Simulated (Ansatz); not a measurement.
## MoS2 in Ansatz: the effect of target pressure

The system is MoS2.

```
Mo S
1.0
     1.58000    0.91221    6.15000
    -1.58000    0.91221    6.15000
     0.00000   -1.82443    6.15000
Mo S
1 2
Cartesian
  0.0000 0.0000 0.0000
  0.0000 0.0000 7.6936
  0.0000 0.0000 4.6125
```

Measurements of this composition are mostly on another form, of space group No. 194.

Alike in all runs:

| Item | Value |
| --- | --- |
| Program | Ansatz 0.2.0 |
| Task | relaxation of cell and atoms |
| Functional | r2SCAN |
| Potentials or basis | Ansatz PAW |
| Cutoff | 500 eV (not typed: the program's choice for these potentials) |
| k mesh | 10 × 10 × 10 |
| Occupations | fermi-dirac, width 0.05 eV |
| Spin | no spin polarisation |

Each run relaxes the cell or the atoms first.

Task: One run gave: relaxed volume 17.81 Å³/atom; gap on the mesh 1.03 eV. Which target pressure did it use?
A. 0 GPa
B. 5 GPa
C. 20 GPa
D. 10 GPa
E. 2 GPa

Result: E.

```csv
target pressure,relaxed volume (Å³/atom),gap on the mesh (eV)
0 GPa,19.02,1.27
2 GPa,17.81,1.03
5 GPa,16.95,0.82
10 GPa,16.05,0.59
20 GPa,14.89,0.25
30 GPa,14.09,none
```

Caveats: the plane-wave basis is chosen anew once the cell has moved, so the energies of steps on either side of that aren't comparable; the PAW data sets come from PBE, with cores solved anew for the run's functional, which leaves a small shift of forces and pressure; the volume moved by over 15 % at a fixed basis, so the end points are rough (some runs).

A k mesh can miss the band edges.

A gap of «none» marks a metal or a gap under the smearing width.
